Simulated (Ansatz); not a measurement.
**Strain response of W**

These are results of Ansatz, DFT PBE, scalar-relativistic, plane waves, PAW, not measurements. Run with 420 eV cutoff, 16×16×16 k-mesh, Gaussian smearing of 0.10 eV, no spin polarisation.

Starting point, cell and atoms relaxed:

```
CELL_PARAMETERS angstrom
3.18356 0.00000 0.00000
0.00000 3.18356 0.00000
0.00000 0.00000 3.18356
ATOMIC_POSITIONS crystal
W 0.00000 0.00000 0.00000
W 0.50000 0.50000 0.50000
```

Deformation: uniaxial strain along a, with the lengths of b and c and the atoms relaxed and the angles held, all within the symmetry that the strain leaves. Energies are extrapolated to zero smearing. Stress is positive in compression, on the Cartesian axes of the cell above.

Spin–orbit coupling is left out, which can shift energies with elements as heavy as these.

Strains computed: -3.0, -2.0, -1.0, +1.0, +2.0, +3.0 %.

At which strain does the energy stand 1.6 meV/atom over the relaxed crystal with σxx = -3.48, σyy = 0.00, σzz = 0.00 GPa?

+1.0 %.